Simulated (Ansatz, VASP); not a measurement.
LiF in VASP and in Ansatz

INCAR

```
SYSTEM = LiF
  PREC = Accurate
  ENCUT = 520
  EDIFF = 1E-6
  ISMEAR = 0
  SIGMA = 0.05
  LREAL = .FALSE.
  LASPH = .TRUE.
  NELM = 60
  ALGO = Normal
  ISIF = 2
  LWAVE = .FALSE.
  LCHARG = .FALSE.
  GGA = PE
  IVDW = 13
  NBANDS = 12
```

The input KPOINTS:

```
Automatic mesh
0
G
  10 10 10
  0 0 0
```

POSCAR

```
LiF
1.0
    0.0000000000      2.0222973505      2.0222973505
    2.0222973505      0.0000000000      2.0222973505
    2.0222973505      2.0222973505      0.0000000000
Li F
1 1
Direct
    0.0000000000      0.0000000000      0.0000000000
    0.5000000000      0.5000000000      0.5000000000
```

Input for Ansatz:

```yaml
crystal:
  lattice:
    - [0.0, 2.0222973505, 2.0222973505]
    - [2.0222973505, 0.0, 2.0222973505]
    - [2.0222973505, 2.0222973505, 0.0]
  atoms:
    - { symbol: Li, position: [0.0, 0.0, 0.0] }
    - { symbol: F, position: [0.5, 0.5, 0.5] }
basis:
  ecutwfc: 420
  ecutrho_ratio: 4
kpoints:
  mp_grid: { grid: [10, 10, 10] }
hamiltonian:
  xc: pbe
  dispersion: d4
scf:
  occupations: { method: gaussian, width: 0.05 }
output:
  forces: true
  stress: true
  eigenvalues: true
```

Alike in both runs: task single point; functional PBE; dispersion D4; k mesh 10 × 10 × 10; occupations gaussian, width 0.05 eV; no spin polarisation.

|  | VASP | Ansatz |
| --- | --- | --- |
| version | VASP 6.6.1 | Ansatz 0.2.0 |
| potentials or method | VASP PAW PBE potentials, release 64 (Li_sv, F) | scalar-relativistic, plane waves, PAW |
| plane-wave cutoff (eV) | 520 | 420 |
| valence electrons in the cell | 10 | 10 |

|  | VASP | Ansatz | Ansatz less VASP |
| --- | --- | --- | --- |
| gap on the k mesh at the Fermi level (eV) | 8.98 | 8.98 | +0.002 |
| least direct gap on the mesh (eV) | 8.98 | 8.98 | +0.002 |
| dispersion energy (meV/atom) | -61.9 | -62.0 | -0.03 |

 A k mesh can miss the band edges.
